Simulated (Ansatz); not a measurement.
# Si2Ni (Fm-3m) in Ansatz: reference runs

How does Si2Ni come out in PBEsol? The cell is run as given and disturbed.

Everything below comes from runs of Ansatz 0.2.0. Logs are shortened: lines on timing, memory, paths and dates and some standing lists are left out, and cuts for length are marked.

## 1. The crystal as given

Symmetry: Fm-3m, No. 225, cubic system. The conventional cell has a = 5.406 Å, b = 5.406 Å, c = 5.406 Å, α = 90.00°, β = 90.00°, γ = 90.00°. Around Ni (site symmetry m-3m) lie 8 Si at 2.34 Å. Si (site symmetry -43m) has 4 Ni at 2.34 Å as nearest neighbours.

## 2. Single point, PBEsol, collinear spin, ferromagnetic start

The input, input.yaml:

```yaml
crystal:
  lattice:
    - [0.0, 2.703, 2.703]
    - [2.703, 0.0, 2.703]
    - [2.703, 2.703, 0.0]
  atoms:
    - { symbol: Ni, position: [0.0, 0.0, 0.0], spin: 1.0 }
    - { symbol: Si, position: [0.75, 0.75, 0.75] }
    - { symbol: Si, position: [0.25, 0.25, 0.25] }
hamiltonian:
  xc: pbesol
  pseudopotentials: { kind: paw }
magnetization:
  spin_polarized: true
kpoints:
  mp_grid: { grid: [9, 9, 9] }
scf:
  occupations: { method: fermi_dirac, width: 0.05 }
output:
  forces: true
  stress: true
  eigenvalues: true
```

Potentials or basis: Ansatz PAW.

Started as:

```bash
$ ansatz run input.yaml --threads 2 --pin off --max-ram 5632MiB --backend cpu --events-out ev --progress --plain --runs-dir out
```

The log of the run:

```text
Warning: RAYON_NUM_THREADS=2 ignored (pool sized by the plan → 2); use --threads N
Engine: ansatz 0.2.0, x86_64-unknown-linux-gnu
Pseudopotentials: kind: paw
Pseudopotential: Ni, paw, valence charge 18, recommended cutoff 420 eV (normal), Ni.paw.azcp
Pseudopotential: Si, paw, valence charge 4, recommended cutoff 420 eV (normal), Si.paw.azcp
Functional definition: PBEsol
  exchange = pbesol_x
  correlation = pbesol_c
Crystal: 3 atoms, lattice volume = 39.497 Å³
Basis set: ecut = 420 eV, 749 PW (Γ), exchange–correlation on 54×54×54 points (8 copies of the dense FFT grid, shifted against one another)
Bands: 18, of which v1, the nominal top of the filled ones, is band 13 counted from 1 (12 counted from 0)
Symmetry: 48 space group operations
Space group: Fm-3m (ITA 225), of the structure as read, at distance tolerance 3.4e-5 Å
Magnetic group: BNS 225.116 (UNI 1618), of the structure as read, at distance tolerance 3.4e-5 Å
k-points: 35 of 729
Non-local potential: Ni, projectors of the file, l = 0: 3, l = 1: 2, l = 2: 3, l = 3: 1
Non-local potential: Si, projectors of the file, l = 0: 2, l = 1: 2, l = 2: 2
PAW form: soft (Blöchl's): semilocal exchange-correlation on the pseudo side does not see the compensation charge
PAW frozen core: Ni, regenerated for the run's functional, and the local potential with it (the file was generated under x = pbe(κ = 0.804, μ = 0.2195149727645171), c = pbe(β = 0.06672455060314922))
PAW frozen core: Si, regenerated for the run's functional, and the local potential with it (the file was generated under x = pbe(κ = 0.804, μ = 0.2195149727645171), c = pbe(β = 0.06672455060314922))
PAW one-centre angular grid: Ni, 590 points (default); XC on 64 Gauss nodes
PAW one-centre angular grid: Si, 110 points (default); XC on 64 Gauss nodes
Initial density: superposition of atomic densities (chi_scale 0.1, normalization cell)
Starting moments: Σ|m| = 1 μB on 1 of 3 sites
Initial wavefunctions: pseudopotential atomic-orbital guess
Functional: x = pbesol(κ = 0.804, μ = 0.12345679012345678), c = pbesol(β = 0.046)
SCF iter   1: F=—  HF=-7048.610162 eV  |F-HF|=—  |Δ(HF+E_count)|=         —  Δρ=1.03e-1 (↑1.03e-1 ↓4.50e-2)  dr2=1.69e0  dr2_m=1.64e0  M=0.038 μB ∫|m|=0.141 μB  β_m=0.30  ethr=3.10e-3  ⟨swp⟩=5.8  Hψ=6204  notcnv=0
Mixer restart at iter 1: flushing history
preconditioner: auto → Kerker (q_TF=auto, 2.545 Å⁻¹)  [metal: Δε(μ)=0.033 eV  Ē_g=8.767 eV  σ=0.050 eV  W_gap=0.16  n_scr=14 (ndim 8)  ℏωp=25.1 eV  f_vac=0.000  D(μ)=0.62/eV (n_scr^D=0)]
spin=Collinear: Kerker preconditioning applied to the charge; magnetization (m = ρ↑ − ρ↓) channel mixes plain (no charge-response kernel on spin).
SCF iter   2: F=—  HF=-7047.964409 eV  |F-HF|=—  |Δ(HF+E_count)|=   6.46e-1  Δρ=6.82e-2 (↑3.71e-2 ↓6.82e-2)  dr2=1.24e0  dr2_m=8.65e-1  M=0.041 μB ∫|m|=0.101 μB  β_m=0.43  ethr=3.10e-3  ⟨swp⟩=2.0  Hψ=2602  notcnv=0  defer=6
SCF iter   3: F=—  HF=-7048.877542 eV  |F-HF|=—  |Δ(HF+E_count)|=   9.13e-1  Δρ=3.57e-2 (↑3.05e-2 ↓3.57e-2)  dr2=5.10e-1  dr2_m=3.26e-1  M=0.036 μB ∫|m|=0.066 μB  β_m=0.72  ethr=3.10e-3  ⟨swp⟩=2.5  Hψ=2090  notcnv=0  defer=5
SCF iter   4: F=—  HF=-7049.390317 eV  |F-HF|=—  |Δ(HF+E_count)|=   5.13e-1  Δρ=1.83e-2 (↑1.62e-2 ↓1.83e-2)  dr2=4.49e-1  dr2_m=4.30e-4  M=0.002 μB ∫|m|=0.007 μB  β_m=0.73  ethr=1.96e-3  ⟨swp⟩=2.4  Hψ=2428  notcnv=0  defer=15
SCF iter   5: F=—  HF=-7049.304948 eV  |F-HF|=—  |Δ(HF+E_count)|=   8.54e-2  Δρ=8.06e-3 (↑6.72e-3 ↓8.06e-3)  dr2=4.81e-2  dr2_m=1.92e-4  M=-0.001 μB ∫|m|=0.002 μB  β_m=0.86  ethr=1.73e-3  ⟨swp⟩=2.3  Hψ=1992  notcnv=0  defer=15
SCF iter   6: F=—  HF=-7049.317087 eV  |F-HF|=—  |Δ(HF+E_count)|=   1.21e-2  Δρ=1.02e-3 (↑1.02e-3 ↓6.88e-4)  dr2=1.16e-3  dr2_m=5.39e-5  M=0.002 μB ∫|m|=0.002 μB  β_m=0.87  ethr=1.85e-4  ⟨swp⟩=2.2  Hψ=2468  notcnv=0  defer=14
SCF iter   7: F=—  HF=-7049.317544 eV  |F-HF|=—  |Δ(HF+E_count)|=   4.57e-4  Δρ=5.16e-4 (↑5.16e-4 ↓4.63e-4)  dr2=4.39e-4  dr2_m=1.41e-6  M=0.000 μB ∫|m|=0.000 μB  β_m=0.94  ethr=4.48e-6  ⟨swp⟩=2.2  Hψ=1944  notcnv=0  defer=14
SCF iter   8: F=—  HF=-7049.317597 eV  |F-HF|=—  |Δ(HF+E_count)|=   5.24e-5  Δρ=3.02e-4 (↑2.94e-4 ↓3.02e-4)  dr2=1.16e-4  dr2_m=1.83e-8  M=-0.000 μB ∫|m|=0.000 μB  β_m=0.97  ethr=1.69e-6  ⟨swp⟩=2.0  Hψ=1888  notcnv=0  defer=14
SCF iter   9: F=—  HF=-7049.317608 eV  |F-HF|=—  |Δ(HF+E_count)|=   1.18e-5  Δρ=1.34e-4 (↑1.34e-4 ↓1.25e-4)  dr2=2.07e-5  dr2_m=1.07e-8  M=-0.000 μB ∫|m|=0.000 μB  β_m=0.98  ethr=4.47e-7  ⟨swp⟩=2.0  Hψ=1435  notcnv=0  defer=14
SCF iter  10: F=—  HF=-7049.317611 eV  |F-HF|=—  |Δ(HF+E_count)|=   2.53e-6  Δρ=1.28e-5 (↑1.28e-5 ↓1.06e-5)  dr2=1.58e-7  dr2_m=5.14e-10  M=-0.000 μB ∫|m|=0.000 μB  β_m=0.99  ethr=7.97e-8  ⟨swp⟩=2.1  Hψ=1567  notcnv=0  defer=14
SCF iter  11: F=—  HF=-7049.317611 eV  |F-HF|=—  |Δ(HF+E_count)|=   1.12e-8  Δρ=4.75e-6 (↑4.35e-6 ↓4.75e-6)  dr2=2.65e-8  dr2_m=1.84e-11  M=-0.000 μB ∫|m|=0.000 μB  β_m=1.00  ethr=6.09e-10  ⟨swp⟩=2.3  Hψ=1921  notcnv=0  defer=14
SCF iter  12: F=-7049.317611 eV  HF=-7049.317611 eV  |F-HF|=1.64e-9  |Δ(HF+E_count)|=  5.26e-10  Δρ=1.19e-6 (↑1.15e-6 ↓1.19e-6)  dr2=1.82e-9  dr2_m=1.70e-13  M=-0.000 μB ∫|m|=0.000 μB  ethr=1.02e-10  ⟨swp⟩=2.9  Hψ=4132  notcnv=0
SCF 1 converged in 12 iterations: F = -7049.317611 eV  dr2 = 1.82e-9
WARN: the starting moments were not kept: the SCF closed with an absolute magnetisation of 4.0e-7 μB, where they sum to 1 μB in size (1 site). That is at most 0.1 of that sum. Measured as dr2_m measures the in/out step, that magnetisation stands 1.0e-13 eV from none, at or under the dr2_threshold of 1.0e-7 eV: it is no larger than a step whose dr2_m would equal this threshold. The system may hold no moment; this SCF shows only that its start led to no more than that. To try another start: raise the starting moments (crystal.atoms[].spin, magnetization.per_species, magnetization.initial_magnetization, or on a non-collinear deck that types none of these the spinor_matrix: blocks that start its atoms; where the total moment is fixed, keep their sum and leave initial_magnetization as it is; typed ones take the place of any that the run laid by itself, positive ones on a crystal's lanthanoids without a Hubbard term where scf.initial_density.shell_occupations: [] is typed) or, if the notice of its spin-set hold's release reads "site moments contracting" or "site moments show no strong build", lengthen the hold (scf.mixing.spin_hold: { on: { confirm: 4 } }; for m-r²SCAN on two components see the key's manual first). Each may lead to a state that holds a moment. A second SCF, from the converged charge density, with the starting moments and any scf.initial_density.shell_occupations laid on it anew, would have followed, and was not run: the deck does not ask for one (magnetization.retry_lost_moments is false, the default). To let it run, set magnetization.retry_lost_moments: true and run the deck again, where that key's refused combinations let it; where memory then withholds it, that run's warning says so.
SCF converged after 12 iterations
Magnetization: -0.0000 μB (13.0000 up, 13.0000 down)
Absolute magnetization: 0.0000 μB (∫|ρ↑−ρ↓|, with the PAW one-centre terms)
Spin contamination: 0.0000 ħ² per cell (⟨S²⟩ above its minimum at these occupations)
Per-site moments (μB) at R_I (Å): [(-1.2136408277479023e-7, 0.9656074999021016), (-3.3248191690281347e-8, 0.9656074999021016), (-3.3248191769205885e-8, 0.9656074999021018)]
Free energy (F): -7049.317611 eV
Harris-Foulkes:  -7049.317611 eV  (|F-HF|=1.64e-9)
Internal energy: -7049.309849 eV  (E = F + TS)
E sigma→0 (E₀):  -7049.313730 eV
Entropy (-TS):   -0.007762 eV (-2.587 meV/atom)
Fermi energy:    13.209570 eV
--- Per-component energies (eV) ---
  E_band       = -345.290189
  E_kinetic    = 371.010767
  E_local      = -4906.521823  (includes V_loc(G=0)·N_el)
  E_nonlocal   = 680.972141
  E_hartree    = 2120.127578
  E_xc         = -198.304022
  E_vxc        = -208.966935  (∫ρ·V_xc dr)
  E_paw        = -2589.006522  (= ΣΔE_a)
  E_vpaw       = -522.043849  (= ΣTr[D̂ρ^β])
  E_aug_tail   = 0.000475  (compensation charges beyond the density's cutoff)
  E_ewald      = -2527.848854
  E_core_change = 0.260410  (= ΣΔE_core)
  E_smearing   = -0.007762  (= −TS)
  E_closure    = 0.000000  (closes the sum)
  Σ components = -7049.317611   (vs F -7049.317611, Δ=0.00e0)
--- Forces (eV/Å), atoms counted from 1 ---
  atom   1  Ni    -0.00000000     0.00000000     0.00000000
  atom   2  Si    -0.00000000     0.00000000    -0.00000000
  atom   3  Si    -0.00000000    -0.00000000     0.00000000
  max |Σ_I F_I| component: 4.63e-17 eV/Å
--- Stress (GPa, compression-positive) ---
       -0.898386      -0.000000       0.000000
       -0.000000      -0.898386      -0.000000
       -0.000000      -0.000000      -0.898386
  P = ⅓ Tr σ = -0.8984 GPa (-8.984 kbar)
--- Band table (eV; the first three rows and the last of 70) ---
  k-point 0 ↑: bands = ["-91.1325", "-51.6777", "-51.6777", "-51.6777", "-0.6890", "7.9612", "7.9612", "7.9612", "9.6709", "9.6709", "12.8966", "14.9156", "14.9156", "14.9156", "15.4108", "15.4108", "15.4108", "17.8775"]
  k-point 1 ↑: bands = ["-91.1325", "-51.6779", "-51.6778", "-51.6778", "-0.5058", "7.5937", "8.0187", "8.0187", "9.6375", "9.6375", "12.4895", "13.7813", "14.1569", "14.1569", "16.1212", "16.1212", "17.0771", "17.3867"]
  k-point 2 ↑: bands = ["-91.1325", "-51.6781", "-51.6778", "-51.6778", "0.0382", "6.5968", "8.1633", "8.1633", "9.5891", "9.5891", "11.0223", "13.2645", "13.2645", "14.1287", "15.8141", "15.8141", "16.7758", "18.2165"]
  k-point 34 ↓: bands = ["-91.1325", "-51.6785", "-51.6783", "-51.6781", "3.7038", "4.5098", "6.3748", "6.6125", "9.2709", "9.4443", "9.7062", "10.0479", "10.7843", "14.9226", "15.7345", "17.4599", "19.1525", "21.1693"]
```

Wall time 6.8 s (2 threads of AMD EPYC, shared host); peak memory 0.39 GiB.

What came out:

* Free energy: -7049.3176 eV
* Pressure: -0.9 GPa
* Band gap on the k mesh: none (metal or under the smearing width)
* Net moment: 0.00 μB per cell
* Absolute moment: 0.00 μB per cell

Caveat: the PAW data sets come from PBE, with cores solved anew for the run's functional, which leaves a small shift of forces and pressure; the starting moments weren't kept.

## 3. Single point, PBEsol, collinear spin, ferromagnetic start (atoms moved at random, drawn with an rms of 0.05 Å)

Edit input.yaml of step 2 so:

```diff
@@ -6,5 +6,5 @@
   atoms:
-    - { symbol: Ni, position: [0.0, 0.0, 0.0], spin: 1.0 }
-    - { symbol: Si, position: [0.75, 0.75, 0.75] }
-    - { symbol: Si, position: [0.25, 0.25, 0.25] }
+    - { symbol: Ni, position: [0.004926, 0.009894, -0.004602], spin: 1.0 }
+    - { symbol: Si, position: [0.753316, 0.750879, 0.766417] }
+    - { symbol: Si, position: [0.244696, 0.252961, 0.255178] }
 hamiltonian:
```

Potentials or basis: Ansatz PAW.

Started as:

```bash
$ ansatz run input.yaml --threads 2 --pin off --max-ram 5632MiB --backend cpu --events-out ev --progress --plain --runs-dir out
```

The log of the run:

```text
Warning: RAYON_NUM_THREADS=2 ignored (pool sized by the plan → 2); use --threads N
[... 7 set-up lines as earlier in the session ...]
Crystal: 3 atoms, lattice volume = 39.497 Å³
Basis set: ecut = 420 eV, 749 PW (Γ), exchange–correlation on 54×54×54 points (8 copies of the dense FFT grid, shifted against one another)
Bands: 18, of which v1, the nominal top of the filled ones, is band 13 counted from 1 (12 counted from 0)
Symmetry: 1 space group operations
Space group: P1 (ITA 1), of the structure as read, at distance tolerance 3.4e-5 Å
[... 50 lines left out ...]
  E_paw        = -2589.008072  (= ΣΔE_a)
  E_vpaw       = -522.038027  (= ΣTr[D̂ρ^β])
  E_aug_tail   = 0.000479  (compensation charges beyond the density's cutoff)
  E_ewald      = -2527.444454
  E_core_change = 0.260410  (= ΣΔE_core)
  E_smearing   = -0.007760  (= −TS)
  E_closure    = -0.000000  (closes the sum)
  Σ components = -7049.296081   (vs F -7049.296081, Δ=0.00e0)
--- Forces (eV/Å), atoms counted from 1 ---
  atom   1  Ni     0.17087443     0.24124257    -0.33885382
  atom   2  Si    -0.20699918    -0.40125689     0.06015450
  atom   3  Si     0.03612540     0.16001497     0.27869821
  max |Σ_I F_I| component: 1.10e-6 eV/Å
--- Stress (GPa, compression-positive) ---
       -0.698942       0.663387       1.446282
        0.663387      -0.624935       0.598793
        1.446282       0.598793      -0.769421
  P = ⅓ Tr σ = -0.6978 GPa (-6.978 kbar)
--- Band table (eV; the first three rows and the last of 730) ---
  k-point 0 ↑: bands = ["-91.1387", "-51.7070", "-51.6795", "-51.6655", "-0.6926", "7.9187", "7.9579", "7.9881", "9.6633", "9.6666", "12.8918", "14.8672", "14.8825", "14.9277", "15.2324", "15.4631", "15.5672", "17.7441"]
  k-point 1 ↑: bands = ["-91.1387", "-51.7071", "-51.6795", "-51.6656", "-0.5102", "7.6063", "7.9800", "8.0152", "9.6321", "9.6377", "12.4961", "13.8011", "14.1027", "14.2104", "15.9985", "16.0860", "17.1486", "17.3437"]
  k-point 2 ↑: bands = ["-91.1387", "-51.7071", "-51.6796", "-51.6659", "0.0308", "6.6055", "8.1266", "8.1328", "9.5862", "9.6045", "11.0644", "13.1808", "13.3799", "14.1313", "15.7023", "15.8322", "16.7258", "18.2181"]
  k-point 364 ↓: bands = ["-91.1387", "-51.7073", "-51.6799", "-51.6662", "2.5619", "3.4095", "8.1154", "8.3758", "9.2342", "9.7572", "9.8433", "10.9771", "11.7088", "14.1576", "15.3268", "16.1724", "17.0277", "21.2007"]
```

Wall time 92 s (2 threads of AMD EPYC, shared host); peak memory 0.82 GiB.

Results:

- Free energy: -7049.2961 eV
- Pressure: -0.7 GPa
- Largest force: 0.455 eV/Å
- Band gap on the k mesh: none (metal or under the smearing width)
- Net moment: 0.00 μB per cell
- Absolute moment: 0.00 μB per cell

Forces in eV/Å, atoms in the order of the input:
```
Ni   0.171  0.241 -0.339
Si  -0.207 -0.401  0.060
Si   0.036  0.160  0.279
```

Caveat: the PAW data sets come from PBE, with cores solved anew for the run's functional, which leaves a small shift of forces and pressure; the starting moments weren't kept.
